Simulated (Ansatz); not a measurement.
# ZrO2: pressure up to the limit of the methods

One table from this session's results is given with a row withheld; the runs are named, their logs left out.

Computed with Ansatz 0.2.0 (DFT, r2SCAN, PAW with Ansatz's default frozen-core files, scalar-relativistic, unless a step's input says otherwise).

## The starting structure

Symmetry: Fm-3m, No. 225, cubic system. Conventional cell: a = 4.932 Å, b = 4.932 Å, c = 4.932 Å, α = 90.00°, β = 90.00°, γ = 90.00°. Around Zr (site symmetry m-3m) lie 8 O at 2.14 Å. Around O (site symmetry -43m) lie 4 Zr at 2.14 Å.

As a file:

```cif
data_structure
_symmetry_space_group_name_H-M 'P 1'
_symmetry_Int_Tables_number 1
_cell_length_a 3.4878
_cell_length_b 3.4878
_cell_length_c 3.4878
_cell_angle_alpha 60.000
_cell_angle_beta 60.000
_cell_angle_gamma 60.000
_cell_volume 30.00
loop_
_atom_site_label
_atom_site_type_symbol
_atom_site_fract_x
_atom_site_fract_y
_atom_site_fract_z
_atom_site_occupancy
Zr1 Zr 0.00000 0.00000 0.00000 1
O1 O 0.25000 0.25000 0.25000 1
O2 O 0.75000 0.75000 0.75000 1
```

Whether this phase is the stable one at these pressures isn't tested.

Atoms are numbered in the order of the input: Zr1, O2, O3.

The first run:

The input, input.yaml:

```yaml
crystal:
  lattice:
    - [0.0, 2.4662120743, 2.4662120743]
    - [2.4662120743, 0.0, 2.4662120743]
    - [2.4662120743, 2.4662120743, 0.0]
  atoms:
    - { symbol: Zr, position: [0.0, 0.0, 0.0] }
    - { symbol: O, position: [0.25, 0.25, 0.25] }
    - { symbol: O, position: [0.75, 0.75, 0.75] }
kpoints:
  mp_grid: { grid: [12, 12, 12] }
scf:
  occupations: { method: fermi_dirac, width: 0.05 }
hamiltonian:
  xc: r2scan
  pseudopotentials: { kind: paw }
output:
  forces: true
  stress: true
relax:
  f_tol: 0.005
  max_steps: 40
  cell: {}
```

Started as:

```
$ ansatz run input.yaml --threads 1 --pin off --max-ram 3072MiB --backend cpu --events-out ev --progress --plain --runs-dir out
```

Steps of the session up to this table: Cell relaxed at zero pressure, PAW; Volume scaled by 1, PAW; Volume scaled by 0.94, PAW; Volume scaled by 0.88, PAW; Volume scaled by 0.8, PAW; Volume scaled by 0.72, PAW; Volume scaled by 0.62, PAW; Volume scaled by 0.62, PAW (cutoff 300 eV).

One table of the session follows, with a row left open; its other results are not shown here.

| method | volume over the first | volume (Å³/atom) | pressure (GPa) | gap on the k mesh (eV) |
| --- | --- | --- | --- | --- |
| PAW | 1 | ? | ? | ? |
| PAW | 0.94 | 10.327 | 18.04 | 4.08 |
| PAW | 0.88 | 9.668 | 42.74 | 4.27 |
| PAW | 0.8 | 8.789 | 90.72 | 4.52 |
| PAW | 0.72 | 7.910 | 165.37 | 4.77 |
| PAW | 0.62 | 6.812 | 324.40 | 5.07 |
| PAW (cutoff 300 eV) | 0.62 | 6.812 | 320.44 | 4.98 |

Q: Estimate the row for PAW, 1 from the others.

As computed: volume (Å³/atom): 10.986; pressure (GPa): -0.03; gap on the k mesh (eV): 3.89. In the column «volume (Å³/atom)» it is the highest.

Limits of these values: Warnings in the runs' records: cutoff below recommended.
